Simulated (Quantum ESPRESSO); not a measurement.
# NaI (Fm-3m) in Quantum ESPRESSO: a series of runs

The runs below take NaI through phonons, with PBE.

All numbers are computed with Quantum ESPRESSO 7.5; they aren't measurements. Logs are shortened: lines on timing, memory, paths and dates and some standing lists are left out, and cuts for length are marked.

## 1. The crystal as given

It takes space group Fm-3m (No. 225, cubic). The conventional cell has a = 6.473 Å, b = 6.473 Å, c = 6.473 Å, α = 90.00°, β = 90.00°, γ = 90.00°. I (site symmetry m-3m) has 6 Na at 3.24 Å as nearest neighbours. Na (site symmetry m-3m) is surrounded by 6 I at 3.24 Å.

## 2. Phonons, PBE

Contents of pw.in:

```
&CONTROL
  calculation = 'scf'
  prefix = 'pwscf'
  outdir = './tmp'
  pseudo_dir = './pseudo'
  tprnfor = .true.
  tstress = .true.
  disk_io = 'low'
/
&SYSTEM
  ibrav = 0
  nat = 2
  ntyp = 2
  ecutwfc = 88
  nbnd = 14
  occupations = 'smearing'
  smearing = 'fd'
  degauss = 0.00367493
/
&ELECTRONS
  conv_thr = 4d-10
  electron_maxstep = 120
  mixing_beta = 0.5
/
ATOMIC_SPECIES
I    126.9045 I.upf
Na    22.9898 Na.upf
CELL_PARAMETERS bohr
   0.0000000000    6.1159096297    6.1159096297
   6.1159096297    0.0000000000    6.1159096297
   6.1159096297    6.1159096297    0.0000000000
ATOMIC_POSITIONS bohr
I      6.1159096297    6.1159096297    6.1159096297
Na     0.0000000000    0.0000000000    0.0000000000
K_POINTS automatic
2 2 2 1 1 1
```

Contents of relax.in:

```
&CONTROL
  calculation = 'vc-relax'
  prefix = 'pwscf'
  outdir = './tmp'
  pseudo_dir = './pseudo'
  tprnfor = .true.
  tstress = .true.
  disk_io = 'low'
  nstep = 40
  forc_conv_thr = 0.0001
  etot_conv_thr = 1d-06
/
&SYSTEM
  ibrav = 0
  nat = 2
  ntyp = 2
  ecutwfc = 88
  nbnd = 14
  occupations = 'smearing'
  smearing = 'fd'
  degauss = 0.00367493
/
&ELECTRONS
  conv_thr = 4d-10
  electron_maxstep = 120
  mixing_beta = 0.5
/
&IONS
  ion_dynamics = 'bfgs'
/
&CELL
  cell_dynamics = 'bfgs'
  press = 0
  press_conv_thr = 0.2
/
ATOMIC_SPECIES
I    126.9045 I.upf
Na    22.9898 Na.upf
CELL_PARAMETERS bohr
   0.0000000000    6.1159096297    6.1159096297
   6.1159096297    0.0000000000    6.1159096297
   6.1159096297    6.1159096297    0.0000000000
ATOMIC_POSITIONS bohr
I      6.1159096297    6.1159096297    6.1159096297
Na     0.0000000000    0.0000000000    0.0000000000
K_POINTS automatic
2 2 2 1 1 1
```

Contents of scf2.in:

```
&CONTROL
  calculation = 'scf'
  prefix = 'pwscf'
  outdir = './tmp'
  pseudo_dir = './pseudo'
  tprnfor = .true.
  tstress = .true.
  disk_io = 'low'
/
&SYSTEM
  ibrav = 0
  nat = 2
  ntyp = 2
  ecutwfc = 88
  nbnd = 14
  occupations = 'fixed'
/
&ELECTRONS
  conv_thr = 1d-13
  electron_maxstep = 120
  mixing_beta = 0.5
  startingpot = 'file'
  startingwfc = 'file'
/
ATOMIC_SPECIES
I    126.9045 I.upf
Na    22.9898 Na.upf
CELL_PARAMETERS bohr
   0.0000000000    6.1754592130    6.1754592130
   6.1754592130    0.0000000000    6.1754592130
   6.1754592130    6.1754592130    0.0000000000
ATOMIC_POSITIONS bohr
I      6.1754592130    6.1754592130    6.1754592130
Na     0.0000000000    0.0000000000    0.0000000000
K_POINTS automatic
2 2 2 1 1 1
```

Contents of ph.in:

```
phonons of NaI
&INPUTPH
  prefix = 'pwscf'
  outdir = './tmp'
  tr2_ph = 1d-18
  fildyn = 'dyn'
  niter_ph = 90
  alpha_mix(1) = 0.7
/
0.3535533906 0.3535533906 0.3535533906
```

Potentials or basis: PseudoDojo 0.4.1 SR PBE standard.

Run with:

```
$ OMP_NUM_THREADS=1 pw.x -in pw.in > pw.out
$ OMP_NUM_THREADS=1 pw.x -in relax.in > relax.out
$ OMP_NUM_THREADS=1 pw.x -in scf2.in > scf2.out
$ OMP_NUM_THREADS=1 ph.x -in ph.in > ph.out
```

pw.out:

```text
This program is part of the open-source Quantum ESPRESSO suite
     for quantum simulation of materials; please cite
         "P. Giannozzi et al., J. Phys.:Condens. Matter 21 395502 (2009);
         "P. Giannozzi et al., J. Phys.:Condens. Matter 29 465901 (2017);
         "P. Giannozzi et al., J. Chem. Phys. 152 154105 (2020);
     in publications or presentations arising from this work. More details at

     Message from routine setup:
     using ibrav=0 with symmetry is DISCOURAGED, use correct ibrav instead

     G-vector sticks info
     --------------------
     sticks:   dense  smooth     PW     G-vecs:    dense   smooth      PW
     Sum        1813    1813    499                51109    51109    7391

     Using Slab Decomposition

     bravais-lattice index     =            0
     lattice parameter (alat)  =       8.6492  a.u.
     unit-cell volume          =     457.5233 (a.u.)^3
     number of atoms/cell      =            2
     number of atomic types    =            2
     number of electrons       =        16.00
     number of Kohn-Sham states=           14
     kinetic-energy cutoff     =      88.0000  Ry
     charge density cutoff     =     352.0000  Ry
     scf convergence threshold =      4.0E-10
     mixing beta               =       0.5000
     number of iterations used =            8  plain     mixing
     Exchange-correlation= PBE
                           (   1   4   3   4   0   0   0)

     celldm(1)=   8.649202  celldm(2)=   0.000000  celldm(3)=   0.000000
     celldm(4)=   0.000000  celldm(5)=   0.000000  celldm(6)=   0.000000

     crystal axes: (cart. coord. in units of alat)
               a(1) = (   0.000000   0.707107   0.707107 )
               a(2) = (   0.707107   0.000000   0.707107 )
               a(3) = (   0.707107   0.707107   0.000000 )

     reciprocal axes: (cart. coord. in units 2 pi/alat)
               b(1) = ( -0.707107  0.707107  0.707107 )
               b(2) = (  0.707107 -0.707107  0.707107 )
               b(3) = (  0.707107  0.707107 -0.707107 )

     PseudoPot. # 1 for I  read from file:
     I.upf
     Pseudo is Norm-conserving + core correction, Zval =  7.0
     Generated using ONCVPSP code by D. R. Hamann
     Using radial grid of 1196 points,  6 beta functions with:
                l(1) =   0
                l(2) =   0
                l(3) =   1
                l(4) =   1
                l(5) =   2
                l(6) =   2

     PseudoPot. # 2 for Na read from file:
     Na.upf
     Pseudo is Norm-conserving, Zval =  9.0
     Generated using ONCVPSP code by D. R. Hamann
     Using radial grid of 1992 points,  4 beta functions with:
                l(1) =   0
                l(2) =   0
                l(3) =   1
                l(4) =   1

     atomic species   valence    mass     pseudopotential
     I                 7.00   126.90450     I ( 1.00)
     Na                9.00    22.98980     Na( 1.00)

     48 Sym. Ops., with inversion, found

   Cartesian axes

     site n.     atom                  positions (alat units)
         1        I      tau(   1) = (   0.7071068   0.7071068   0.7071068  )
         2        Na     tau(   2) = (   0.0000000   0.0000000   0.0000000  )

     number of k points=     2  Fermi-Dirac smearing, width (Ry)=  0.0037
                       cart. coord. in units 2pi/alat
        k(    1) = (   0.1767767   0.1767767   0.1767767), wk =   0.5000000
        k(    2) = (  -0.1767767  -0.1767767   0.5303301), wk =   1.5000000

     Dense  grid:    51109 G-vectors     FFT dimensions: (  54,  54,  54)

     Initial potential from superposition of free atoms

     starting charge      15.9937, renormalised to      16.0000
     Starting wfcs are    9 randomized atomic wfcs +    5 random wfcs

     Self-consistent Calculation

     iteration #  1     ecut=    88.00 Ry     beta= 0.50
     Davidson diagonalization with overlap
     ethr =  1.00E-02,  avg # of iterations =  5.0

     Threshold (ethr) on eigenvalues was too large:
     Diagonalizing with lowered threshold

     Davidson diagonalization with overlap
     ethr =  1.23E-04,  avg # of iterations =  6.5

     total energy              =    -117.48774723 Ry
     estimated scf accuracy    <       0.01931159 Ry

     iteration #  2     ecut=    88.00 Ry     beta= 0.50
     Davidson diagonalization with overlap
     ethr =  1.21E-04,  avg # of iterations =  2.0

     total energy              =    -117.49036998 Ry
     estimated scf accuracy    <       0.00135740 Ry

     iteration #  3     ecut=    88.00 Ry     beta= 0.50
     Davidson diagonalization with overlap
     ethr =  8.48E-06,  avg # of iterations =  2.0

     total energy              =    -117.49055051 Ry
     estimated scf accuracy    <       0.00022064 Ry

     iteration #  4     ecut=    88.00 Ry     beta= 0.50
     Davidson diagonalization with overlap
     ethr =  1.38E-06,  avg # of iterations =  4.0

     total energy              =    -117.49057552 Ry
     estimated scf accuracy    <       0.00000128 Ry

     iteration #  5     ecut=    88.00 Ry     beta= 0.50
     Davidson diagonalization with overlap
     ethr =  8.00E-09,  avg # of iterations =  2.5

     total energy              =    -117.49057629 Ry
     estimated scf accuracy    <       0.00000022 Ry

     iteration #  6     ecut=    88.00 Ry     beta= 0.50
     Davidson diagonalization with overlap
     ethr =  1.35E-09,  avg # of iterations =  2.0

     total energy              =    -117.49057638 Ry
     estimated scf accuracy    <          7.6E-09 Ry

     iteration #  7     ecut=    88.00 Ry     beta= 0.50
     Davidson diagonalization with overlap
     ethr =  4.77E-11,  avg # of iterations =  2.0

     total energy              =    -117.49057638 Ry
     estimated scf accuracy    <          1.8E-09 Ry

     iteration #  8     ecut=    88.00 Ry     beta= 0.50
     Davidson diagonalization with overlap
     ethr =  1.12E-11,  avg # of iterations =  2.0

     total energy              =    -117.49057638 Ry
     estimated scf accuracy    <          5.8E-10 Ry

     iteration #  9     ecut=    88.00 Ry     beta= 0.50
     Davidson diagonalization with overlap
     ethr =  3.61E-12,  avg # of iterations =  2.0

     End of self-consistent calculation

          k = 0.1768 0.1768 0.1768 (  6363 PWs)   bands (ev):

   -48.7368 -20.6620 -20.6595 -20.6595  -9.0594   0.5182   1.6621   1.6621
     6.7334   9.3300   9.8040   9.8040  11.4151  11.4151

          k =-0.1768-0.1768 0.5303 (  6373 PWs)   bands (ev):

   -48.7367 -20.6633 -20.6610 -20.6603  -8.8594  -0.0034   0.8853   1.2815
     7.2916   8.5236   9.6789  10.5427  12.5721  14.3188

     the Fermi energy is     4.8101 ev

!    total energy              =    -117.49057638 Ry
     estimated scf accuracy    <          6.5E-11 Ry
     smearing contrib. (-TS)   =       0.00000000 Ry
     internal energy E=F+TS    =    -117.49057638 Ry

     The total energy is F=E-TS. E is the sum of the following terms:
     one-electron contribution =     -78.64351347 Ry
     hartree contribution      =      42.88383734 Ry
     xc contribution           =     -21.77756072 Ry
     ewald contribution        =     -59.95333953 Ry

     convergence has been achieved in   9 iterations

     Forces acting on atoms (cartesian axes, Ry/au):

     atom    1 type  1   force =     0.00000000    0.00000000    0.00000000
     atom    2 type  2   force =    -0.00000000    0.00000000    0.00000000

     Total force =     0.000000     Total SCF correction =     0.000000

     Computing stress (Cartesian axis) and pressure

          total   stress  (Ry/bohr**3)                   (kbar)     P=        4.70
   0.00003197   0.00000000   0.00000000            4.70        0.00        0.00
   0.00000000   0.00003197   0.00000000            0.00        4.70        0.00
   0.00000000   0.00000000   0.00003197            0.00        0.00        4.70

=------------------------------------------------------------------------------=
   JOB DONE.
=------------------------------------------------------------------------------=
```

It took 56 s on 1 thread of AMD EPYC 9R45 (Zen 5), shared host; peak memory 0.12 GiB.

What came out:

```yaml
Free_energy: -1598.5436 eV
Relaxed_volume: 34.90 Å³/atom
Relaxed_cell: a = 4.622 Å, b = 4.622 Å, c = 4.622 Å, α = 60.00°, β = 60.00°, γ = 60.00°
Space_group_after_relaxing_to_0.05_Å: Fm-3m (No. 225)
Pressure_after_relaxing: 0.0 GPa
Highest_phonon_frequency_at_the_q_point_run: 194 cm⁻¹
```

Step by step:
```csv
step,energy change (eV),largest force (eV/Å),pressure (GPa),volume (Å³)
1,0.0000,0.0000,0.47,67.80
2,-0.0005,0.0000,0.43,67.96
3,-0.0009,0.0000,0.38,68.14
4,-0.0015,0.0000,0.32,68.41
5,-0.0022,0.0000,0.22,68.81
6,-0.0028,0.0000,0.08,69.43
7,-0.0029,0.0000,0.00,69.79
8,-0.0029,0.0000,0.00,69.80
```

Final structure:
```
CELL_PARAMETERS angstrom
0.00000 3.26791 3.26791
3.26791 0.00000 3.26791
3.26791 3.26791 0.00000
ATOMIC_POSITIONS crystal
I 0.50000 0.50000 0.50000
Na 0.00000 0.00000 0.00000
```

Phonon frequencies in cm⁻¹ (negative: imaginary):
```
              q point           frequencies
(0.500, 0.500, 0.500)  45 45 74 146 146 194
```

Phonon modes at q = (0.500, 0.500, 0.500) in reciprocal lattice units:
| mode | symmetry | cm⁻¹ |
| --- | --- | --- |
| 1 | E_g | 45 |
| 2 | E_g | 45 |
| 3 | A_1g | 74 |
| 4 | E_u | 146 |
| 5 | E_u | 146 |
| 6 | A_2u | 194 |

Caveat: the k mesh is coarse (spacing up to 0.84 Å⁻¹), so the values aren't converged. Spin-orbit coupling is left out, which matters for the levels of I.

[end of part 1 of 2]
